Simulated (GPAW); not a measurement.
# TiO2 (Anatase) (I4_1/amd) in GPAW: single point with PBEsol

Aim: the single point of TiO2 (Anatase) with PBEsol.

Program: GPAW 26.7.0. These are calculated values, not measurements. Logs are shortened: lines on timing, memory, paths and dates and some standing lists are left out, and cuts for length are marked. The log counts tension as positive stress, the text compression.

## 1. The undisturbed crystal

It takes space group I4_1/amd (No. 141, tetragonal). Conventional cell: a = 3.784 Å, b = 3.784 Å, c = 9.515 Å, α = 90.00°, β = 90.00°, γ = 90.00°. Ti (site symmetry -4m2) has 6 O at 1.93 to 1.98 Å as nearest neighbours. O (site symmetry 2mm) has 3 Ti at 1.93 to 1.98 Å as nearest neighbours.

## 2. Single point, PBEsol (atoms moved at random, drawn with an rms of 0.05 Å)

The input, run.py:

```python
from ase import Atoms
from ase.dft.bandgap import bandgap
from ase.io import write
from ase.units import GPa
from ase.parallel import parprint
from gpaw import GPAW, PW, setup_paths

setup_paths.insert(0, '.')

atoms = Atoms(['Ti', 'Ti', 'O', 'O', 'O', 'O'],
              cell=[[-1.8921, 1.8921, 4.7573],
                    [1.8921, -1.8921, 4.7573],
                    [1.8921, 1.8921, -4.7573]],
              scaled_positions=[[0.749248, 0.249738, 0.494278],
                                [0.002996, -0.003225, 0.000219],
                                [0.78263, 0.795091, -0.002627],
                                [0.541452, 0.039766, 0.501168],
                                [0.95029, 0.449868, 0.476092],
                                [0.215506, 0.209687, 0.005593]],
              pbc=True)

calc = GPAW(mode=PW(800),
            xc='PBEsol',
            kpts={'size': (10, 10, 10), 'gamma': True},
            occupations={'name': 'fermi-dirac', 'width': 0.05},
            nbands=43,
            convergence={'density': 1e-05, 'energy': 1e-05},
            maxiter=150,
            txt='gpaw.txt')
atoms.calc = calc
energy = atoms.get_potential_energy()
forces = atoms.get_forces()
stress = atoms.get_stress()
calc.write('gs.gpw')
write('result.traj', atoms)
parprint(f'Energy: {energy:.6f} eV')
parprint('Forces (eV/A):')
parprint(forces.round(4))
parprint('Stress (GPa):', (stress / GPa).round(3))
parprint('Fermi level:', round(calc.get_fermi_level(), 4), 'eV')
parprint(f'Gap: {bandgap(calc)[0]:.4f} eV, direct: {bandgap(calc, direct=True)[0]:.4f} eV')
```

Potentials or basis: PAW data sets generated in the run's folder for this functional, pw.

Started as:

```sh
> gpaw-setup -f PBEsol O Ti
> OMP_NUM_THREADS=1 mpirun -n 4 gpaw python run.py
```

gpaw.txt:

```text
__  _  _
 | _ |_)|_||  |
 |__||  | ||/\| - 26.7.0

Input parameters:
  mode=PW(ecut=800.0),
  convergence={'density': 1e-05, 'energy': 1e-05},
  kpts=MonkhorstPack(size=(10, 10, 10), gamma=True),
  maxiter=150,
  nbands=43,
  occupations=Occupations(name='fermi-dirac', width=0.05),
  xc=XC(name='PBEsol')

Diagonalizing LCAO Hamiltonian
Converting LCAO to pw mode

       O

         O

         Ti

       O O

       Ti

Atoms  # Å, Bohr magnetons
|   | symbol |         x |         y |         z |    initial magnetic moments |
|---|--------|-----------|-----------|-----------|-----------------------------|
| 0 |     Ti | -0.009899 |  1.880346 |  2.401047 | ( 0.0000,  0.0000,  0.0000) |
| 1 |     Ti | -0.011356 |  0.012185 | -0.002131 | ( 0.0000,  0.0000,  0.0000) |
| 2 |      O |  0.018607 | -0.028548 |  7.518190 | ( 0.0000,  0.0000,  0.0000) |
| 3 |      O | -0.000980 |  1.897500 |  0.380822 | ( 0.0000,  0.0000,  0.0000) |
| 4 |      O | -0.046035 |  1.847662 |  4.396059 | ( 0.0000,  0.0000,  0.0000) |
| 5 |      O | -0.000428 |  0.021593 |  1.996163 | ( 0.0000,  0.0000,  0.0000) |

Unit cell  # Å
| periodic |         x |         y |         z |  lengths |     angles |
|----------|-----------|-----------|-----------|----------|------------|
|      yes | -1.892100 |  1.892100 |  4.757300 | 5.458204 | 139.434593 |
|      yes |  1.892100 | -1.892100 |  4.757300 | 5.458204 | 139.434593 |
|      yes |  1.892100 |  1.892100 | -4.757300 | 5.458204 |  58.712803 |

Number of symmetries: 1
Symmetry operations  # r_c * U_cc + t_c -> r_c
|   | kind |            matrix            |
|---|------|------------------------------|
| 0 |  E   |  1, 0, 0,  0, 1, 0,  0, 0, 1 |

BZ-sampling:
  Number of BZ points: 1000
  Number of IBZ points: 504

  Monkhorst-Pack size: [10, 10, 10]
  Monkhorst-Pack shift: [0.05, 0.05, 0.05]

K-points  # in reciprocal-cell coordinates
|     |                                coordinates |     weight |
|-----|--------------------------------------------|------------|
|   0 | (  0.00000000,   0.00000000,   0.00000000) | 0.00100000 |
|   1 | (  0.00000000,   0.00000000,   0.10000000) | 0.00200000 |
|   2 | (  0.00000000,   0.00000000,   0.20000000) | 0.00200000 |
|   3 | (  0.00000000,   0.00000000,   0.30000000) | 0.00200000 |
|   4 | (  0.00000000,   0.00000000,   0.40000000) | 0.00200000 |
|   5 | (  0.00000000,   0.00000000,   0.50000000) | 0.00100000 |
|   6 | (  0.00000000,   0.10000000,  -0.40000000) | 0.00200000 |
|   7 | (  0.00000000,   0.10000000,  -0.30000000) | 0.00200000 |
|   8 | (  0.00000000,   0.10000000,  -0.20000000) | 0.00200000 |
|   9 | (  0.00000000,   0.10000000,  -0.10000000) | 0.00200000 |
| ... |                                            |            |
| 503 | (  0.50000000,   0.50000000,   0.50000000) | 0.00100000 |

Plane wave coefficients: 3540
Cutoff: 800.0 eV

Spin-components: 1 (collinear spins)
Bands:           43
Projectors:      32
Spin-degeneracy: 2
Datatype:        complex128

Parallelization:
  kpt:    4
  domain: 1
  band:   1

Density:
  Valence electrons: 48.0
  Components: 1
  Grid points: [36 36 36]
  Charge: 0.0  # |e|

Potential:
  Grid points: [36 36 36]

species:
  Ti:
    name:    Titanium
    Z:       22.0
    valence: 12
    core:    10
    charge:  0.0  # [|e|]
    compensation charges:
      type: gauss
      rc: 0.38  # [Å]
      lmax: 2
    cutoffs:
      filter: 2.23  # [Å]
      core: 1.02  # [Å]
    projectors
    | kind |    occ | energy [eV] | rcut [Å] |
    |------|--------|-------------|----------|
    |   3s |  2.000 |     -62.441 |    1.270 |
    |   4s |  2.000 |      -4.477 |    1.270 |
    |   3p |  6.000 |     -38.776 |    1.058 |
    |   4p |  0.000 |      -1.449 |    1.058 |
    |   3d |  2.000 |      -4.275 |    1.058 |
    |    d |        |      22.937 |    1.058 |

    Using partial waves for Ti as LCAO basis

  O:
    name:    Oxygen
    Z:       8.0
    valence: 6
    core:    2
    charge:  0.0  # [|e|]
    compensation charges:
      type: gauss
      rc: 0.21  # [Å]
      lmax: 2
    cutoffs:
      filter: 1.17  # [Å]
      core: 0.83  # [Å]
    projectors
    | kind |    occ | energy [eV] | rcut [Å] |
    |------|--------|-------------|----------|
    |   2s |  2.000 |     -23.808 |    0.688 |
    |   2p |  4.000 |      -8.972 |    0.598 |
    |    s |        |       3.404 |    0.688 |
    |    p |        |      18.239 |    0.598 |
    |    d |        |       0.000 |    0.619 |

    Using partial waves for O as LCAO basis

Reference energy: -54531.363041  # eV

eigensolver:
  PPCG
  Converge bands: occupied
  niter=2

density mixing:
  MSR1-Mixer
  Pratt-step length: 0.05
  Maximum mixing coefficient: 0.75
  Old densities: 10
  SVD Regularization: 0.005
  Good broyden scale: 1.0
  Trust region scale: 1.0
  Backstep threshold: 4.0
  History deletion threshold: 6.0
  Fourier metric: weight=20.0, sigma=0.015

occupation numbers:
  Fermi-Dirac:
    width: 0.0500  # eV

poisson solver:
  ecut: 6400.0  # eV

xc functional:
  name: PBEsol with 2 nearest neighbor stencil

convergence criteria:
- Maximum integral of absolute [dens]ity change: 1e-05 electrons / valence electron
- Maximum [total energy] change in last 3 cyles: 1e-05 eV / valence electron
- Maximum integral of absolute [eigenst]ate change: 4e-08 eV^2 / valence electron
maximum number of iterations: 150

SCF iterations
|iter     | |      energy | eigst |  dens |
|---------|-|-------------|-------|-------|
|iter:   1| |  -63.436462 | +0.08 |       |
|iter:   2| |  -60.586093 | -1.76 | -0.80 |
|iter:   3| |  -55.205283 | -0.64 | -0.86 |
|iter:   4| |  -54.740503 | -1.84 | -1.33 |
|iter:   5| |  -54.709260 | -2.59 | -1.61 |
|iter:   6| |  -54.696780 | -3.42 | -2.02 |
|iter:   7| |  -54.695759 | -4.44 | -2.75 |
|iter:   8| |  -54.695772 | -5.12 | -3.04 |
|iter:   9| |  -54.695786c| -5.99 | -3.59 |
|iter:  10| |  -54.695780c| -6.61 | -3.86 |
|iter:  11| |  -54.695781c| -7.43c| -4.26 |
|iter:  12| |  -54.695781c| -7.69c| -4.76 |
|iter:  13| |  -54.695781c| -8.22c| -5.14c|

Converged in 13 steps
Energy contributions relative to reference atoms: (reference = -54531.363041)

Energy contributions:
  Kinetic:          54.890084
  Coulomb:         -65.599616
  Zero:              1.280640
  External:          0.000000
  Xc:              -45.266889
  Entropy:          -0.000000
  Spinorbit:         0.000000
  ----------------------------
  Free energy:     -54.695781
  Extrapolated:    -54.695781

dipole moment: (-3.543671, -8.541453, 14.317233)  # |e|*Ang

Fermi level: 5.048
Eigenvalues  # (at kpt = [0.000, 0.000, 0.000])
| band index |      eig [eV] | occ [0-2] |
|------------|---------------|-----------|
|          0 |       -52.081 |     2.000 |
|        ... |               |           |
|         16 |         1.900 |     2.000 |
|         17 |         1.920 |     2.000 |
|         18 |         2.044 |     2.000 |
|         19 |         3.175 |     2.000 |
|         20 |         3.243 |     2.000 |
|         21 |         3.309 |     2.000 |
[... 8 lines left out ...]
|         30 |         9.098 |     0.000 |
|         31 |         9.331 |     0.000 |
|        ... |               |           |
|         42 |        21.876 |     0.000 |

Gap: 2.019 eV
Transition (v -> c):
  (s=0, k=5, n=23, [0.00, 0.00, 0.50]) -> (s=0, k=0, n=24, [0.00, 0.00, 0.00])
Direct/indirect transitions are different
Direct gap: 2.408 eV
Transition at: (s=0, k=214, n=23, [0.20, 0.20, -0.20])

Forces  # eV/Ang
|        x |        y |        z |
|----------|----------|----------|
|  0.06340 |  0.06423 | -0.33040 |  # Ti   0
| -0.08693 | -0.02084 |  0.26242 |  # Ti   1
| -0.62654 |  0.23713 |  0.28755 |  # O    2
| -0.15142 | -0.08120 |  0.31773 |  # O    3
|  0.77253 |  0.21210 | -0.42149 |  # O    4
|  0.02894 | -0.41135 | -0.11582 |  # O    5

Stress tensor  # eV/Ang^3
|         x |        y |         z |
|-----------|----------|-----------|
| -0.011584 | 0.000174 | -0.007202 |
|  0.000174 | 0.006834 |  0.000854 |
| -0.007202 | 0.000854 |  0.016338 |

# Writing to gs.gpw (mode='')
```

It took 12 min on 4 MPI ranks of Arm Neoverse V1, shared host; peak memory 0.64 GiB.

Results:

```yaml
Free_energy: -54.6958 eV
Pressure: -0.6 GPa
Largest_force: 0.905 eV/Å
Band_gap_on_the_k_mesh: 2.02 eV, indirect (least direct gap 2.41 eV)
```

Forces on the atoms (eV/Å):
```
Ti   0.063  0.064 -0.330
Ti  -0.087 -0.021  0.262
O   -0.627  0.237  0.288
O   -0.151 -0.081  0.318
O    0.773  0.212 -0.421
O    0.029 -0.411 -0.116
```

A k mesh can miss the band edges.
